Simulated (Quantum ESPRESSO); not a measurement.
The system is TaN.

```
CELL_PARAMETERS angstrom
0.00000 2.21132 2.21132
2.21132 0.00000 2.21132
2.21132 2.21132 0.00000
ATOMIC_POSITIONS crystal
Ta 0.50000 0.50000 0.50000
N 0.00000 0.00000 0.00000
```

The cell comes from a database or a generator and needn't be the stable form of this composition.

Base run:

| Property | Result |
| --- | --- |
| Program | Quantum ESPRESSO 7.5 |
| Functional | PBEsol |
| Potentials or basis | PseudoDojo 0.4.1 SR PBE standard |
| Cutoff | 1143 eV |
| Density cutoff | 4572 eV |
| k mesh | 10 × 10 × 10 |
| Occupations | fermi-dirac, width 0.05 eV |
| Spin | no spin polarisation |

Its results: band gap on the k mesh none (metal or under the smearing width); pressure -10.1 GPa.

Question: The run is repeated on the same cell with these changes: potentials or basis from PseudoDojo 0.4.1 SR PBE standard to PseudoDojo 0.4.1 SR PBEsol standard. What comes out?

Answer: Band gap on the k mesh none (metal or under the smearing width); pressure -11.2 GPa.

Caveats: the potentials were made for another functional, which shifts forces and pressure (some runs).

Not every run made on this cell is shown here.
